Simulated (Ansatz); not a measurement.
Optical constants of Ta2C

The calculation used Ansatz, DFT PBEsol, scalar-relativistic, plane waves, PAW. Plane waves to 420 eV; Γ-centred k mesh 18×18×8; Fermi-Dirac smearing of 0.15 eV. No spin polarisation.

Relaxed structure:
```xyz
3
Lattice="3.0959 0.0000 0.0000 -1.5479 2.6811 0.0000 0.0000 0.0000 4.9202" Properties=species:S:1:pos:R:3 pbc="T T T"
Ta    0.0000    1.7874    1.2440
Ta    1.5479    0.8937    3.6762
C     0.0000    0.0000    0.0000
```

In a metal these results depend on the k mesh and the smearing. Spin–orbit coupling is left out, which matters for heavy elements.

Independent-particle response (no local fields, no excitons) on a 24×24×14 mesh, broadened by 0.1 eV; the Drude term is undamped and its weight carries the smearing above, which sets much of it in a semimetal. The run couldn't bound its error over part or most of this range, so small peaks and near ties are unsure. Light polarised along y. ε₁ lacks the small share of bands above those solved.

Task: Tabulate ε₁ and ε₂ against photon energy.

Result:
| E (eV) | ε₁ | ε₂ |
| --- | --- | --- |
| 0.3 | -96.63 | 47.18 |
| 0.8 | 1.01 | 38.35 |
| 1.3 | 4.25 | 27.98 |
| 1.8 | 5.75 | 22.58 |
| 2.3 | 3.68 | 20.82 |
| 2.8 | 3.19 | 17.20 |
| 3.3 | 3.31 | 14.28 |
| 3.8 | 3.17 | 14.73 |
| 4.3 | 1.90 | 15.01 |
| 4.8 | 0.02 | 15.04 |
| 5.3 | -1.44 | 11.51 |
| 5.8 | -1.90 | 10.38 |
| 6.3 | -2.09 | 9.15 |
| 6.8 | -2.47 | 7.63 |
| 7.3 | -2.12 | 5.75 |
| 7.8 | -0.58 | 6.46 |
| 8.3 | -1.39 | 5.93 |
| 8.8 | -0.14 | 5.47 |
| 9.3 | -0.36 | 6.53 |
| 9.8 | -2.02 | 6.99 |
| 10.3 | -3.56 | 5.99 |
| 10.8 | -3.22 | 4.17 |
| 11.3 | -2.38 | 3.37 |
| 11.8 | -2.60 | 4.34 |

Task: Where is the highest local maximum of ε₂ between 0.3 and 12 eV?

Result: At 0.4 eV, where ε₂ = 48.6.